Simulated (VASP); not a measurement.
## KCl: electric field gradients with PBEsol

**Measured values to compare with.**

A printed reference work, monograph reports, for a bulk crystal of KCl: band gap 8.68 eV.

Crystal: KCl.

```
K Cl
1.0
     0.00000    3.15610    3.15610
     3.15610    0.00000    3.15610
     3.15610    3.15610    0.00000
K Cl
1 1
Direct
  0.00000 0.00000 0.00000
  0.50000 0.50000 0.50000
```

```json
{"Program": "VASP 6.6.1", "Task": "electric field gradients", "Functional": "PBEsol", "Potentials or basis": "VASP PAW PBE potentials, release 64 (K_sv, Cl)", "Cutoff": "520 eV", "k mesh": "7 × 7 × 7", "Occupations": "fermi-dirac, width 0.03 eV", "Spin": "no spin polarisation", "Dipole correction": "no", "Further INCAR settings": "ALGO = Normal; EDIFF = 1e-08; NBANDS = 15"}
```

```json
{
 "Pressure": "-0.5 GPa",
 "Band gap on the k mesh": "4.99 eV",
 "Largest electric field gradient by atom": "under 0.05 V/Å² on every atom"
}
```

Levels at points of the mesh, in eV from the valence-band top:
| k point | band 4 | band 5 | band 6 | band 7 | band 8 | band 9 | band 10 | band 11 | band 12 | band 13 |
| --- | --- | --- | --- | --- | --- | --- | --- | --- | --- | --- |
| (0.00, 0.00, 0.00) | -10.59 | -10.59 | 0.00 | 0.00 | 0.00 | 4.99 | 8.29 | 8.29 | 8.29 | 9.17 |

Wall time 29 s on 1 thread of Intel(R) Xeon(R) Platinum 8259CL CPU @ 2.50GHz (Skylake/Cascade Lake), with other jobs on the host, peak memory 0.2 GiB.

Against the measured gap of KCl, 8.68 eV (a printed reference work, monograph), the calculated 4.99 eV is off by -3.69 eV. The value is that of PBEsol on a finite k mesh, which can miss the band edges, without temperature or zero-point motion. Semilocal functionals fall short of measured gaps as a rule.

Caveat: the PAW data sets were made with another functional, which shifts forces and pressure a little; an odd mesh through Γ misses points on the zone boundary, where band edges can lie.
